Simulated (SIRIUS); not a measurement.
# ZnSe (Stilleite) (F-43m) in SIRIUS: notebook, part 4 of 8

SIRIUS 7.12.0.

## 7. Equation of state, PBEsol, 23.67 Å³/atom (volume scaled by 1.04)

Input file sirius.json:

```json
{
  "control": {
    "processing_unit": "cpu",
    "std_evp_solver_name": "lapack",
    "gen_evp_solver_name": "lapack",
    "verbosity": 2,
    "print_forces": false,
    "ortho_rf": true,
    "use_second_variation": true,
    "rmt_max": 3.0,
    "num_bands_to_print": 24,
    "save_wf": true
  },
  "parameters": {
    "electronic_structure_method": "full_potential_lapwlo",
    "xc_functionals": ["XC_GGA_X_PBE_SOL", "XC_GGA_C_PBE_SOL"],
    "core_relativity": "dirac",
    "valence_relativity": "iora",
    "num_fv_states": 29,
    "smearing": "fermi_dirac",
    "smearing_width": 0.0018374661,
    "pw_cutoff": 20,
    "gk_cutoff": 3.77,
    "lmax_apw": 10,
    "lmax_rho": 8,
    "lmax_pot": 8,
    "num_mag_dims": 0,
    "auto_rmt": 0,
    "ngridk": [8, 8, 8],
    "shiftk": [0, 0, 0],
    "num_dft_iter": 80,
    "energy_tol": 1e-07,
    "density_tol": 1e-05,
    "use_symmetry": true
  },
  "settings": {"tol_ne": 1e-10},
  "iterative_solver": {"type": "exact"},
  "mixer": {"type": "anderson", "beta": 0.5, "max_history": 8},
  "unit_cell": {
    "lattice_vectors": [[0.0, 5.4255758928, 5.4255758928], [5.4255758928, 0.0, 5.4255758928], [5.4255758928, 5.4255758928, 0.0]],
    "atom_types": ["Se", "Zn"],
    "atom_files": {"Se": "Se.json", "Zn": "Zn.json"},
    "atoms": {"Se": [[0.75, 0.75, 0.75]], "Zn": [[0.0, 0.0, 0.0]]}
  }
}
```

Input file Se.json:

```json
{
  "name": "selenium",
  "symbol": "Se",
  "number": 34,
  "mass": 78.96,
  "rmin": 1e-06,
  "rmt": 2.23,
  "nrmt": 800,
  "rinf": 13.6,
  "core": "1s2s2p",
  "valence": [
    {"basis": [{"enu": -0.08, "dme": 0, "n": 0, "auto": 0}, {"enu": -0.08, "dme": 1, "n": 0, "auto": 0}]},
    {"l": 0, "n": 1, "basis": [{"enu": -0.1283, "dme": 0, "n": 0, "auto": 0}]},
    {"l": 1, "n": 2, "basis": [{"enu": 0.02, "dme": 0, "n": 0, "auto": 0}]},
    {"l": 2, "n": 3, "basis": [{"enu": 0.02, "dme": 0, "n": 0, "auto": 0}]},
    {"l": 3, "n": 4, "basis": [{"enu": 0.02, "dme": 0, "n": 0, "auto": 0}]}
  ],
  "lo": [
    {
      "l": 0,
      "basis": [{"enu": -0.1283, "dme": 0, "n": 0, "auto": 0}, {"enu": -0.1283, "dme": 1, "n": 0, "auto": 0}]
    },
    {
      "l": 0,
      "basis": [{"enu": -0.1283, "dme": 1, "n": 0, "auto": 0}, {"enu": -0.1283, "dme": 2, "n": 0, "auto": 0}]
    },
    {
      "l": 0,
      "basis": [{"enu": -7.5318, "dme": 0, "n": 3, "auto": 1}, {"enu": -7.5318, "dme": 1, "n": 3, "auto": 1}]
    },
    {
      "l": 0,
      "basis": [{"enu": -0.1283, "dme": 0, "n": 0, "auto": 0}, {"enu": 2.2847, "dme": 0, "n": 0, "auto": 0}]
    },
    {"l": 1, "basis": [{"enu": 0.02, "dme": 0, "n": 0, "auto": 0}, {"enu": 0.02, "dme": 1, "n": 0, "auto": 0}]},
    {
      "l": 1,
      "basis": [{"enu": -5.3406, "dme": 0, "n": 3, "auto": 1}, {"enu": -5.3406, "dme": 1, "n": 3, "auto": 1}]
    },
    {
      "l": 1,
      "basis": [{"enu": -5.3406, "dme": 1, "n": 3, "auto": 1}, {"enu": 0.02, "dme": 0, "n": 0, "auto": 0}]
    },
    {"l": 1, "basis": [{"enu": 0.02, "dme": 0, "n": 0, "auto": 0}, {"enu": 3.7201, "dme": 0, "n": 0, "auto": 0}]},
    {"l": 2, "basis": [{"enu": 0.02, "dme": 0, "n": 0, "auto": 0}, {"enu": 0.02, "dme": 1, "n": 0, "auto": 0}]},
    {
      "l": 2,
      "basis": [{"enu": -1.6995, "dme": 0, "n": 3, "auto": 1}, {"enu": -1.6995, "dme": 1, "n": 3, "auto": 1}]
    },
    {
      "l": 2,
      "basis": [{"enu": -1.6995, "dme": 1, "n": 3, "auto": 1}, {"enu": 0.02, "dme": 0, "n": 0, "auto": 0}]
    },
    {"l": 2, "basis": [{"enu": 0.02, "dme": 0, "n": 0, "auto": 0}, {"enu": 4.2027, "dme": 0, "n": 0, "auto": 0}]},
    {"l": 3, "basis": [{"enu": 0.02, "dme": 0, "n": 0, "auto": 0}, {"enu": 0.02, "dme": 1, "n": 0, "auto": 0}]},
    {"l": 3, "basis": [{"enu": 0.02, "dme": 0, "n": 0, "auto": 0}, {"enu": 3.519, "dme": 0, "n": 0, "auto": 0}]}
  ],
  "free_atom": [... radial grid and density of the free atom, the start of the SCF ...]
}
```

Input file Zn.json:

```json
{
  "name": "zinc",
  "symbol": "Zn",
  "number": 30,
  "mass": 65.38,
  "rmin": 1e-06,
  "rmt": 2.23,
  "nrmt": 800,
  "rinf": 14.28,
  "core": "1s2s2p",
  "valence": [
    {"basis": [{"enu": -0.08, "dme": 0, "n": 0, "auto": 0}, {"enu": -0.08, "dme": 1, "n": 0, "auto": 0}]},
    {"l": 0, "n": 1, "basis": [{"enu": 0.02, "dme": 0, "n": 0, "auto": 0}]},
    {"l": 1, "n": 2, "basis": [{"enu": 0.02, "dme": 0, "n": 0, "auto": 0}]},
    {"l": 2, "n": 3, "basis": [{"enu": -0.0081, "dme": 0, "n": 0, "auto": 0}]},
    {"l": 3, "n": 4, "basis": [{"enu": 0.02, "dme": 0, "n": 0, "auto": 0}]}
  ],
  "lo": [
    {"l": 0, "basis": [{"enu": 0.02, "dme": 0, "n": 0, "auto": 0}, {"enu": 0.02, "dme": 1, "n": 0, "auto": 0}]},
    {
      "l": 0,
      "basis": [{"enu": -4.4669, "dme": 0, "n": 3, "auto": 1}, {"enu": -4.4669, "dme": 1, "n": 3, "auto": 1}]
    },
    {
      "l": 0,
      "basis": [{"enu": -4.4669, "dme": 1, "n": 3, "auto": 1}, {"enu": 0.02, "dme": 0, "n": 0, "auto": 0}]
    },
    {"l": 0, "basis": [{"enu": 0.02, "dme": 0, "n": 0, "auto": 0}, {"enu": 3.2374, "dme": 0, "n": 0, "auto": 0}]},
    {"l": 1, "basis": [{"enu": 0.02, "dme": 0, "n": 0, "auto": 0}, {"enu": 0.02, "dme": 1, "n": 0, "auto": 0}]},
    {
      "l": 1,
      "basis": [{"enu": -2.8079, "dme": 0, "n": 3, "auto": 1}, {"enu": -2.8079, "dme": 1, "n": 3, "auto": 1}]
    },
    {
      "l": 1,
      "basis": [{"enu": -2.8079, "dme": 1, "n": 3, "auto": 1}, {"enu": 0.02, "dme": 0, "n": 0, "auto": 0}]
    },
    {"l": 1, "basis": [{"enu": 0.02, "dme": 0, "n": 0, "auto": 0}, {"enu": 3.7201, "dme": 0, "n": 0, "auto": 0}]},
    {
      "l": 2,
      "basis": [{"enu": -0.0081, "dme": 0, "n": 0, "auto": 0}, {"enu": -0.0081, "dme": 1, "n": 0, "auto": 0}]
    },
    {
      "l": 2,
      "basis": [{"enu": -0.0081, "dme": 1, "n": 0, "auto": 0}, {"enu": -0.0081, "dme": 2, "n": 0, "auto": 0}]
    },
    {
      "l": 2,
      "basis": [{"enu": -0.0081, "dme": 0, "n": 0, "auto": 0}, {"enu": 3.129, "dme": 0, "n": 0, "auto": 0}]
    },
    {"l": 3, "basis": [{"enu": 0.02, "dme": 0, "n": 0, "auto": 0}, {"enu": 0.02, "dme": 1, "n": 0, "auto": 0}]},
    {"l": 3, "basis": [{"enu": 0.02, "dme": 0, "n": 0, "auto": 0}, {"enu": 3.519, "dme": 0, "n": 0, "auto": 0}]}
  ],
  "free_atom": [... radial grid and density of the free atom, the start of the SCF ...]
}
```

Input file sirius_start.json:

```json
{
  "control": {
    "processing_unit": "cpu",
    "std_evp_solver_name": "lapack",
    "gen_evp_solver_name": "lapack",
    "verbosity": 1,
    "print_forces": false,
    "ortho_rf": true,
    "use_second_variation": true,
    "rmt_max": 3.0,
    "num_bands_to_print": 24,
    "save_wf": false
  },
  "parameters": {
    "electronic_structure_method": "full_potential_lapwlo",
    "xc_functionals": ["XC_LDA_X", "XC_LDA_C_PW"],
    "core_relativity": "dirac",
    "valence_relativity": "iora",
    "num_fv_states": 29,
    "smearing": "fermi_dirac",
    "smearing_width": 0.0055123983,
    "pw_cutoff": 20,
    "gk_cutoff": 3.01,
    "lmax_apw": 10,
    "lmax_rho": 8,
    "lmax_pot": 8,
    "num_mag_dims": 0,
    "auto_rmt": 0,
    "ngridk": [3, 3, 3],
    "shiftk": [0, 0, 0],
    "num_dft_iter": 30,
    "energy_tol": 0.01,
    "density_tol": 0.05,
    "use_symmetry": true
  },
  "settings": {"tol_ne": 1e-10},
  "iterative_solver": {"type": "exact"},
  "mixer": {"type": "anderson", "beta": 0.5, "max_history": 8},
  "unit_cell": {
    "lattice_vectors": [[0.0, 5.4255758928, 5.4255758928], [5.4255758928, 0.0, 5.4255758928], [5.4255758928, 5.4255758928, 0.0]],
    "atom_types": ["Se", "Zn"],
    "atom_files": {"Se": "Se.json", "Zn": "Zn.json"},
    "atoms": {"Se": [[0.75, 0.75, 0.75]], "Zn": [[0.0, 0.0, 0.0]]}
  }
}
```

Command:

```console
OMP_NUM_THREADS=1 sirius.scf --input=sirius_start.json --output=start.json
OMP_NUM_THREADS=1 sirius.scf --input=sirius.json --output=output.json --task=1
```

It took 62 s on 1 thread of Arm Neoverse V1, shared host; peak memory 0.48 GiB.

The run converged. Its results:

```yaml
Free_energy: -114922.7159 eV
Band_gap_on_the_k_mesh: 1.01 eV, direct
All_electrons_inside_the_program's_atomic_spheres: Se 32.02; Zn 28.56 (radii Se 2.23, Zn 2.23 bohr)
```

## 8. Equation of state, PBEsol, 24.12 Å³/atom (volume scaled by 1.06)

sirius.json, as its differences from that of step 7:

```diff
@@ -39,3 +39,3 @@
   "unit_cell": {
-    "lattice_vectors": [[0.0, 5.4255758928, 5.4255758928], [5.4255758928, 0.0, 5.4255758928], [5.4255758928, 5.4255758928, 0.0]],
+    "lattice_vectors": [[0.0, 5.4601346329, 5.4601346329], [5.4601346329, 0.0, 5.4601346329], [5.4601346329, 5.4601346329, 0.0]],
     "atom_types": ["Se", "Zn"],
```

Input file Se.json:

```json
{
  "name": "selenium",
  "symbol": "Se",
  "number": 34,
  "mass": 78.96,
  "rmin": 1e-06,
  "rmt": 2.23,
  "nrmt": 800,
  "rinf": 13.6,
  "core": "1s2s2p",
  "valence": [
    {"basis": [{"enu": -0.09, "dme": 0, "n": 0, "auto": 0}, {"enu": -0.09, "dme": 1, "n": 0, "auto": 0}]},
    {"l": 0, "n": 1, "basis": [{"enu": -0.1383, "dme": 0, "n": 0, "auto": 0}]},
    {"l": 1, "n": 2, "basis": [{"enu": 0.01, "dme": 0, "n": 0, "auto": 0}]},
    {"l": 2, "n": 3, "basis": [{"enu": 0.01, "dme": 0, "n": 0, "auto": 0}]},
    {"l": 3, "n": 4, "basis": [{"enu": 0.01, "dme": 0, "n": 0, "auto": 0}]}
  ],
  "lo": [
    {
      "l": 0,
      "basis": [{"enu": -0.1383, "dme": 0, "n": 0, "auto": 0}, {"enu": -0.1383, "dme": 1, "n": 0, "auto": 0}]
    },
    {
      "l": 0,
      "basis": [{"enu": -0.1383, "dme": 1, "n": 0, "auto": 0}, {"enu": -0.1383, "dme": 2, "n": 0, "auto": 0}]
    },
    {
      "l": 0,
      "basis": [{"enu": -7.5418, "dme": 0, "n": 3, "auto": 1}, {"enu": -7.5418, "dme": 1, "n": 3, "auto": 1}]
    },
    {
      "l": 0,
      "basis": [{"enu": -0.1383, "dme": 0, "n": 0, "auto": 0}, {"enu": 2.2747, "dme": 0, "n": 0, "auto": 0}]
    },
    {"l": 1, "basis": [{"enu": 0.01, "dme": 0, "n": 0, "auto": 0}, {"enu": 0.01, "dme": 1, "n": 0, "auto": 0}]},
    {
      "l": 1,
      "basis": [{"enu": -5.3506, "dme": 0, "n": 3, "auto": 1}, {"enu": -5.3506, "dme": 1, "n": 3, "auto": 1}]
    },
    {
      "l": 1,
      "basis": [{"enu": -5.3506, "dme": 1, "n": 3, "auto": 1}, {"enu": 0.01, "dme": 0, "n": 0, "auto": 0}]
    },
    {"l": 1, "basis": [{"enu": 0.01, "dme": 0, "n": 0, "auto": 0}, {"enu": 3.7101, "dme": 0, "n": 0, "auto": 0}]},
    {"l": 2, "basis": [{"enu": 0.01, "dme": 0, "n": 0, "auto": 0}, {"enu": 0.01, "dme": 1, "n": 0, "auto": 0}]},
    {
      "l": 2,
      "basis": [{"enu": -1.7095, "dme": 0, "n": 3, "auto": 1}, {"enu": -1.7095, "dme": 1, "n": 3, "auto": 1}]
    },
    {
      "l": 2,
      "basis": [{"enu": -1.7095, "dme": 1, "n": 3, "auto": 1}, {"enu": 0.01, "dme": 0, "n": 0, "auto": 0}]
    },
    {"l": 2, "basis": [{"enu": 0.01, "dme": 0, "n": 0, "auto": 0}, {"enu": 4.1927, "dme": 0, "n": 0, "auto": 0}]},
    {"l": 3, "basis": [{"enu": 0.01, "dme": 0, "n": 0, "auto": 0}, {"enu": 0.01, "dme": 1, "n": 0, "auto": 0}]},
    {"l": 3, "basis": [{"enu": 0.01, "dme": 0, "n": 0, "auto": 0}, {"enu": 3.509, "dme": 0, "n": 0, "auto": 0}]}
  ],
  "free_atom": [... radial grid and density of the free atom, the start of the SCF ...]
}
```

Input file Zn.json:

```json
{
  "name": "zinc",
  "symbol": "Zn",
  "number": 30,
  "mass": 65.38,
  "rmin": 1e-06,
  "rmt": 2.23,
  "nrmt": 800,
  "rinf": 14.28,
  "core": "1s2s2p",
  "valence": [
    {"basis": [{"enu": -0.09, "dme": 0, "n": 0, "auto": 0}, {"enu": -0.09, "dme": 1, "n": 0, "auto": 0}]},
    {"l": 0, "n": 1, "basis": [{"enu": 0.01, "dme": 0, "n": 0, "auto": 0}]},
    {"l": 1, "n": 2, "basis": [{"enu": 0.01, "dme": 0, "n": 0, "auto": 0}]},
    {"l": 2, "n": 3, "basis": [{"enu": -0.0181, "dme": 0, "n": 0, "auto": 0}]},
    {"l": 3, "n": 4, "basis": [{"enu": 0.01, "dme": 0, "n": 0, "auto": 0}]}
  ],
  "lo": [
    {"l": 0, "basis": [{"enu": 0.01, "dme": 0, "n": 0, "auto": 0}, {"enu": 0.01, "dme": 1, "n": 0, "auto": 0}]},
    {
      "l": 0,
      "basis": [{"enu": -4.4769, "dme": 0, "n": 3, "auto": 1}, {"enu": -4.4769, "dme": 1, "n": 3, "auto": 1}]
    },
    {
      "l": 0,
      "basis": [{"enu": -4.4769, "dme": 1, "n": 3, "auto": 1}, {"enu": 0.01, "dme": 0, "n": 0, "auto": 0}]
    },
    {"l": 0, "basis": [{"enu": 0.01, "dme": 0, "n": 0, "auto": 0}, {"enu": 3.2274, "dme": 0, "n": 0, "auto": 0}]},
    {"l": 1, "basis": [{"enu": 0.01, "dme": 0, "n": 0, "auto": 0}, {"enu": 0.01, "dme": 1, "n": 0, "auto": 0}]},
    {
      "l": 1,
      "basis": [{"enu": -2.8179, "dme": 0, "n": 3, "auto": 1}, {"enu": -2.8179, "dme": 1, "n": 3, "auto": 1}]
    },
    {
      "l": 1,
      "basis": [{"enu": -2.8179, "dme": 1, "n": 3, "auto": 1}, {"enu": 0.01, "dme": 0, "n": 0, "auto": 0}]
    },
    {"l": 1, "basis": [{"enu": 0.01, "dme": 0, "n": 0, "auto": 0}, {"enu": 3.7101, "dme": 0, "n": 0, "auto": 0}]},
    {
      "l": 2,
      "basis": [{"enu": -0.0181, "dme": 0, "n": 0, "auto": 0}, {"enu": -0.0181, "dme": 1, "n": 0, "auto": 0}]
    },
    {
      "l": 2,
      "basis": [{"enu": -0.0181, "dme": 1, "n": 0, "auto": 0}, {"enu": -0.0181, "dme": 2, "n": 0, "auto": 0}]
    },
    {
      "l": 2,
      "basis": [{"enu": -0.0181, "dme": 0, "n": 0, "auto": 0}, {"enu": 3.119, "dme": 0, "n": 0, "auto": 0}]
    },
    {"l": 3, "basis": [{"enu": 0.01, "dme": 0, "n": 0, "auto": 0}, {"enu": 0.01, "dme": 1, "n": 0, "auto": 0}]},
    {"l": 3, "basis": [{"enu": 0.01, "dme": 0, "n": 0, "auto": 0}, {"enu": 3.509, "dme": 0, "n": 0, "auto": 0}]}
  ],
  "free_atom": [... radial grid and density of the free atom, the start of the SCF ...]
}
```

sirius_start.json, as its differences from that of step 7:

```diff
@@ -39,3 +39,3 @@
   "unit_cell": {
-    "lattice_vectors": [[0.0, 5.4255758928, 5.4255758928], [5.4255758928, 0.0, 5.4255758928], [5.4255758928, 5.4255758928, 0.0]],
+    "lattice_vectors": [[0.0, 5.4601346329, 5.4601346329], [5.4601346329, 0.0, 5.4601346329], [5.4601346329, 5.4601346329, 0.0]],
     "atom_types": ["Se", "Zn"],
```

Command:

```console
OMP_NUM_THREADS=1 sirius.scf --input=sirius_start.json --output=start.json
OMP_NUM_THREADS=1 sirius.scf --input=sirius.json --output=output.json --task=1
```

Wall time 63 s (1 thread of Arm Neoverse V1, shared host); peak memory 0.48 GiB.

It converged, with:

```yaml
Free_energy: -114922.6944 eV
Band_gap_on_the_k_mesh: 0.94 eV, direct
All_electrons_inside_the_program's_atomic_spheres: Se 32.01; Zn 28.54 (radii Se 2.23, Zn 2.23 bohr)
```

## 9. Equation of state, PBEsol

Potentials or basis: all-electron FP-LAPW, apw+lo standard.

No new run: the results of the series are fitted here.

Results:

```yaml
Equilibrium_volume: 22.33 Å³/atom
Bulk_modulus: 64 GPa
Pressure_derivative_of_the_bulk_modulus: "4.2 (rough: it moves with the points fitted)"
```

Energy against volume, from the lowest point:
| volume (Å³/atom) | energy (meV/atom) |
| --- | --- |
| 21.391 | 8.67 |
| 21.846 | 2.25 |
| 22.301 | 0.00 |
| 22.757 | 1.78 |
| 23.212 | 6.44 |
| 23.667 | 14.50 |
| 24.122 | 25.22 |

(Part 4 of 8 ends here.)
